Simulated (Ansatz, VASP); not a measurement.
## Si in VASP and in Ansatz

```
CELL_PARAMETERS angstrom
0.00000 1.70244 2.40725
1.70244 0.00000 2.40725
1.70244 1.70244 0.00000
ATOMIC_POSITIONS crystal
Si 0.00000 0.00000 0.00000
```

Alike in both runs: task single point; functional PBE; dispersion D3(BJ); k mesh 24 × 24 × 24; occupations gaussian, width 0.15 eV; no spin polarisation.

|  | VASP | Ansatz |
| --- | --- | --- |
| version | VASP 6.6.1 | Ansatz 0.2.0 |
| potentials or method | VASP PAW PBE potentials, release 64 (Si) | scalar-relativistic, plane waves, PAW |
| plane-wave cutoff (eV) | 520 | 420 |
| valence electrons in the cell | 4 | 4 |

VASP gave:

| Item | Value |
| --- | --- |
| gap on the k mesh at the Fermi level (eV) | none |
| pressure (GPa) | 5.6 |
| largest component of the traceless stress (GPa) | 6.66 |

What did Ansatz give for the same quantities?

gap on the k mesh at the Fermi level (eV): none; pressure (GPa): 5.7; largest component of the traceless stress (GPa): 6.71.

A gap of «none» marks a metal or a gap that the smearing closes.

Caveats: pairwise dispersion overbinds metals, which lowers pressure and volume.
